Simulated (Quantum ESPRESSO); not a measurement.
**Moving the share of exact exchange in KI**

Symmetry: Fm-3m, No. 225, cubic system. The conventional cell has a = 7.066 Å, b = 7.066 Å, c = 7.066 Å, α = 90.00°, β = 90.00°, γ = 90.00°. I (site symmetry m-3m) has 6 K at 3.53 Å as nearest neighbours. Around K (site symmetry m-3m) lie 6 I at 3.53 Å.

Kept alike: task single point; functional r2SCAN-X; k mesh 2 × 2 × 2; occupations fixed; no spin polarisation. Program: Quantum ESPRESSO, SG15 PBE 1.2, cutoff 1020 eV. The mesh is that of the run's cell of 2 atoms. No spin-orbit coupling.

| run | band gap (eV) |
| --- | --- |
| A | 6.238 |
| B | 7.998 |
| C | 4.872 |
| D | 6.937 |
| E | 5.551 |
| F | 5.211 |

The k mesh is coarse, so the values aren't converged. Spin-orbit coupling, left out here, moves the band edges of heavy atoms and can close or invert small gaps. A gap read on the mesh alone can miss an edge between its points. All rows use potentials made for PBE. The mesh is thin for exact exchange.

Problem. The runs differ in the share of exact exchange alone: 0.05; 0.1; 0.15; 0.25; 0.35; 0.5. Which run is which?

Solution. Run A is 0.25; run B is 0.5; run C is 0.05; run D is 0.35; run E is 0.15; run F is 0.1. The band gap rises from 4.872 to 7.998 eV between 0.05 and 0.5. Exact exchange pulls filled levels down against empty ones, so the gap grows nearly in line with its share. The mean slope is +6.95 eV per unit of share.
